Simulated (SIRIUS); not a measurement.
# Sn (I4_1/amd) in SIRIUS: further runs, part 3 of 3

SIRIUS 7.12.0. Earlier steps stand in the parts before.

## (5) Equation of state, PBE+D4

Changes to run.py since step 4:

```diff
@@ -8,3 +8,3 @@
 from ase.calculators.mixing import SumCalculator
-from dftd3.ase import DFTD3
+from dftd4.ase import DFTD4
 
@@ -100,3 +100,3 @@
 sirius = Sirius(settings, start)
-dispersion = DFTD3(method="pbe", damping="d3bj")
+dispersion = DFTD4(method="pbe")
 atoms.calc = SumCalculator([sirius, dispersion])
```

Potentials or basis: all-electron FP-LAPW, apw+lo standard.

The run is started by

```sh
$ OMP_NUM_THREADS=1 python run.py
```

The program printed:

```text
25.9911 A^3/atom   -168141.859458 eV/atom
   26.5441 A^3/atom   -168141.866518 eV/atom
   27.0971 A^3/atom   -168141.868748 eV/atom
   27.6501 A^3/atom   -168141.867011 eV/atom
   28.2031 A^3/atom   -168141.862091 eV/atom
   28.7561 A^3/atom   -168141.854220 eV/atom
   29.3091 A^3/atom   -168141.843168 eV/atom
V0 27.1402 A^3/atom, B0 55.88 GPa, B0' 5.90
```

sirius.log (last run):

```text
[info] SIRIUS version : 7.12.0
[info] number of MPI ranks           : 1
[info] MPI grid                      : 1 1
[info] maximum number of OMP threads : 1
[fft] FFT context for density and potential
[fft] =====================================
[fft]   plane wave cutoff                     : 20
[... 308 lines left out ...]
[find] atom      charge    core leakage
[find] --------------------------------------------------------------------------------
[find]    0   47.919121    8.067858e-11
[find]    1   47.919121    8.067858e-11
[find] total core leakage    : 1.61357168e-10
[find] interstitial charge   : 4.161754
[find] total charge          : 99.999996
[find] Energy
[find] --------------------------------------------------------------------------------
[find] valence_eval_sum               :     -64.55557942
[find] core_eval_sum                  :   -7400.23900809
[find] kinetic energy                 :   13008.10400111
[find] enuc                           :  -15014.92035198
[find] <rho|V^{XC}>                   :    -431.52661350
[find] <rho|E^{XC}>                   :    -330.66583629
[find] <mag|B^{XC}>                   :       0.00000000
[find] <rho|V^{H}>                    :  -20041.37197511
[find] smearing (-TS)                 :      -0.00026579
[find] SCF correction                 :       0.00000646
[find] Total energy                   :  -12358.16816825 (Ha),  -24716.33633651 (Ry)
[find] Free energy (E-TS)             :  -12358.16843404 (Ha),  -24716.33686808 (Ry)
[find] band gap (eV)                  :       0.00000000
[find] Efermi                         :       0.20464143
[ground_state]
[ground_state] ==== total Forces in Ha/bohr =====
[ground_state] atom:    0, force:       0.0000000      0.0000000      0.0000000
[ground_state] atom:    1, force:       0.0000000     -0.0000000      0.0000000
```

Sn.json:

```text
{
  "name": "tin",
  "symbol": "Sn",
  "number": 50,
  "mass": 118.71,
  "rmin": 1e-06,
  "rmt": 2.54,
  "nrmt": 800,
  "rinf": 17.22,
  "core": "1s2s2p3s3p3d",
  "valence": [
    {"basis": [{"enu": 0.03, "dme": 0, "n": 0, "auto": 0}, {"enu": 0.03, "dme": 1, "n": 0, "auto": 0}]},
    {"l": 0, "n": 1, "basis": [{"enu": 0.053, "dme": 0, "n": 0, "auto": 0}]},
    {"l": 1, "n": 2, "basis": [{"enu": 0.13, "dme": 0, "n": 0, "auto": 0}]},
    {"l": 2, "n": 3, "basis": [{"enu": 0.13, "dme": 0, "n": 0, "auto": 0}]},
    {"l": 3, "n": 4, "basis": [{"enu": 0.13, "dme": 0, "n": 0, "auto": 0}]}
  ],
  "lo": [
    {"l": 0, "basis": [{"enu": 0.053, "dme": 0, "n": 0, "auto": 0}, {"enu": 0.053, "dme": 1, "n": 0, "auto": 0}]},
    {
      "l": 0,
      "basis": [{"enu": -4.6245, "dme": 0, "n": 4, "auto": 1}, {"enu": -4.6245, "dme": 1, "n": 4, "auto": 1}]
    },
    {
      "l": 0,
      "basis": [{"enu": -4.6245, "dme": 1, "n": 4, "auto": 1}, {"enu": 0.053, "dme": 0, "n": 0, "auto": 0}]
    },
    {"l": 0, "basis": [{"enu": 0.053, "dme": 0, "n": 0, "auto": 0}, {"enu": 2.533, "dme": 0, "n": 0, "auto": 0}]},
    {"l": 1, "basis": [{"enu": 0.13, "dme": 0, "n": 0, "auto": 0}, {"enu": 0.13, "dme": 1, "n": 0, "auto": 0}]},
    {
      "l": 1,
      "basis": [{"enu": -3.0143, "dme": 0, "n": 4, "auto": 1}, {"enu": -3.0143, "dme": 1, "n": 4, "auto": 1}]
    },
    {
      "l": 1,
      "basis": [{"enu": -3.0143, "dme": 1, "n": 4, "auto": 1}, {"enu": 0.13, "dme": 0, "n": 0, "auto": 0}]
    },
    {"l": 1, "basis": [{"enu": 0.13, "dme": 0, "n": 0, "auto": 0}, {"enu": 2.982, "dme": 0, "n": 0, "auto": 0}]},
    {"l": 2, "basis": [{"enu": 0.13, "dme": 0, "n": 0, "auto": 0}, {"enu": 0.13, "dme": 1, "n": 0, "auto": 0}]},
    {
      "l": 2,
      "basis": [{"enu": -0.6816, "dme": 0, "n": 4, "auto": 1}, {"enu": -0.6816, "dme": 1, "n": 4, "auto": 1}]
    },
    {
      "l": 2,
      "basis": [{"enu": -0.6816, "dme": 1, "n": 4, "auto": 1}, {"enu": 0.13, "dme": 0, "n": 0, "auto": 0}]
    },
    {"l": 2, "basis": [{"enu": 0.13, "dme": 0, "n": 0, "auto": 0}, {"enu": 3.354, "dme": 0, "n": 0, "auto": 0}]},
    {"l": 3, "basis": [{"enu": 0.13, "dme": 0, "n": 0, "auto": 0}, {"enu": 0.13, "dme": 1, "n": 0, "auto": 0}]},
    {"l": 3, "basis": [{"enu": 0.13, "dme": 0, "n": 0, "auto": 0}, {"enu": 2.827, "dme": 0, "n": 0, "auto": 0}]}
  ],
  "free_atom": [... radial grid and density of the free atom, the start of the SCF ...]
}
```

It took 8.5 min on 1 thread of Arm Neoverse V2, shared host; peak memory 0.6 GiB.

What came out:

| Property | Result |
| --- | --- |
| Equilibrium volume | 27.14 Å³/atom |
| Bulk modulus at fixed shape and positions | 55 GPa |
| Pressure derivative of the bulk modulus | 5.3 (rough: it moves with the points fitted) |

Energy against volume, from the lowest point:
```tsv
volume (Å³/atom)	energy (meV/atom)
25.991	9.29
26.544	2.23
27.097	0.00
27.650	1.74
28.203	6.66
28.756	14.53
29.309	25.58
```

Caveat: the cell was scaled at fixed shape and fractional positions, which overstates the stiffness of a crystal with free parameters, most of all of layers and chains.

## (6) The reference run

An earlier run on the cell as given: functional PBEsol; potentials or basis all-electron FP-LAPW; cutoff 149 eV; basis apw+lo standard; k mesh 9 × 9 × 9; occupations fermi-dirac, width 0.05 eV; no spin polarisation.

- Band gap on the k mesh: none (metal or under the smearing width)
- All electrons inside the program's atomic spheres: Sn 47.96 (radii Sn 2.54 bohr)

## (7) Summary

```csv
task,level,local orbitals (radial functions),reference energy of the basis,smallest sphere radius times basis cutoff,start of the SCF,V0 of scaled cells (Å³/atom),B0 (GPa)
equation of state,PBE,-,-,-,-,28.37,48
equation of state,PBE+D3,-,-,-,-,27.81,51
equation of state,PBE+D3(BJ),-,-,-,-,27.18,55
equation of state,PBE+D4,-,-,-,-,27.14,55
single point,PBEsol,Sn 14,0.23 Ha,8.41,LDA density,-,-
```

Alike in all rows: potentials or basis all-electron FP-LAPW, apw+lo standard; no spin polarisation; cell as given; k mesh 9 × 9 × 9; cutoff (eV) 149; smearing fermi-dirac 0.05 eV.

Caveats: the cell was scaled at fixed shape and fractional positions, which overstates the stiffness of a crystal with free parameters, most of all of layers and chains (some runs).

Compare energies only between runs with the same functional and basis.
